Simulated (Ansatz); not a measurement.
Take a crystal in which Pb has been replaced by Sn on all its sites, with the cell rescaled by a rough guess (in some cases also distorted within its space group) and nothing relaxed:

```yaml
crystal:
  lattice:
    - [0.00000, 3.28857, 3.28857]
    - [3.28857, 0.00000, 3.28857]
    - [3.28857, 3.28857, 0.00000]
  atoms:
    - { symbol: Sn, position: [0.50000, 0.50000, 0.50000] }
    - { symbol: Sn, position: [0.75000, 0.75000, 0.75000] }
```

All numbers below come from DFT PBEsol, scalar-relativistic, plane waves, PAW (Ansatz).

Plane waves to 420 eV, a k mesh through Γ of 12×12×12 on the computed 2-atom cell and Gaussian smearing (0.10 eV); no spin polarisation.

**Question.** What pressure does the cell carry?

**Answer.** The pressure is -0.7 GPa (positive in compression), so the cell would contract.

**Question.** Is it a metal on this mesh?

**Answer.** Yes, a band crosses the Fermi level.